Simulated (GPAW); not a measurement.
Pd:

```
CELL_PARAMETERS angstrom
-1.57228 1.57228 1.57228
1.57228 -1.57228 1.57228
1.57228 1.57228 -1.57228
ATOMIC_POSITIONS crystal
Pd 0.00000 0.00000 0.00000
```

This isn't the form of Pd at room conditions, which is fcc.

Base run:

| Property | Result |
| --- | --- |
| Program | GPAW 26.7.0 |
| Functional | PBEsol |
| Potentials or basis | PAW data sets generated in the run's folder for this functional |
| Cutoff | 600 eV |
| Basis | pw |
| k mesh | 12 × 12 × 12 |
| Occupations | fermi-dirac, width 0.05 eV |
| Spin | no spin polarisation |

Its results: pressure -9.6 GPa.

**Question.** The run is repeated on the same cell with these changes: functional from PBEsol to LDA; potentials or basis from PAW data sets generated in the run's folder for this functional to the program's PAW data sets (release 1.2.1) made for this functional. What comes out?

**Answer.** Pressure -15.1 GPa.

Not every run made on this cell is shown here.
